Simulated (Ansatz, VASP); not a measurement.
**Two plane-wave programs on Cr**

File INCAR:

```
PREC = Accurate
ENCUT = 520
EDIFF = 1E-6
ISMEAR = 0
SIGMA = 0.1
LREAL = False
LASPH = True
NELM = 60
ALGO = Fast
ISIF = 2
LWAVE = False
LCHARG = False
GGA = PE
NBANDS = 12
```

Contents of KPOINTS:

```
Automatic mesh
0
Gamma
  20 20 20
```

POSCAR

```
Cr
1.0
   -1.4095310448      1.4095310448      1.4095310448
    1.4095310448     -1.4095310448      1.4095310448
    1.4095310448      1.4095310448     -1.4095310448
Cr
1
Direct
    0.0000000000      0.0000000000      0.0000000000
```

Input for Ansatz:

```yaml
crystal:
  lattice:
    - [-1.4095310448, 1.4095310448, 1.4095310448]
    - [1.4095310448, -1.4095310448, 1.4095310448]
    - [1.4095310448, 1.4095310448, -1.4095310448]
  atoms:
    - { symbol: Cr, position: [0.0, 0.0, 0.0] }
basis:
  ecutwfc: 420
kpoints:
  mp_grid: { grid: [20, 20, 20] }
hamiltonian:
  xc: pbe
scf:
  occupations: { method: gaussian, width: 0.1 }
output:
  forces: true
  stress: true
  eigenvalues: true
```

Alike in both runs: task single point; functional PBE; k mesh 20 × 20 × 20; occupations gaussian, width 0.1 eV; no spin polarisation.

|  | VASP | Ansatz |
| --- | --- | --- |
| version | VASP 6.6.1 | Ansatz 0.2.0 |
| potentials or method | VASP PAW PBE potentials, release 64 (Cr_pv) | scalar-relativistic, plane waves, PAW |
| plane-wave cutoff (eV) | 520 | 420 |
| valence electrons in the cell | 12 | 14 |

```csv
,VASP,Ansatz,Ansatz less VASP
gap on the k mesh at the Fermi level (eV),none,none,-
pressure (GPa),8.2,8.4,+0.24
```

A gap of «none» marks a metal or a gap that the smearing closes. With one functional, cell and mesh, what is left measures potentials, basis and numerics. The two sets of potentials don't hold the same shells in valence.

Caveats: the run has no spin polarisation, though such a crystal can be magnetic. Spin polarisation is off, so any magnetic state and its effect on volume and gap are missing.
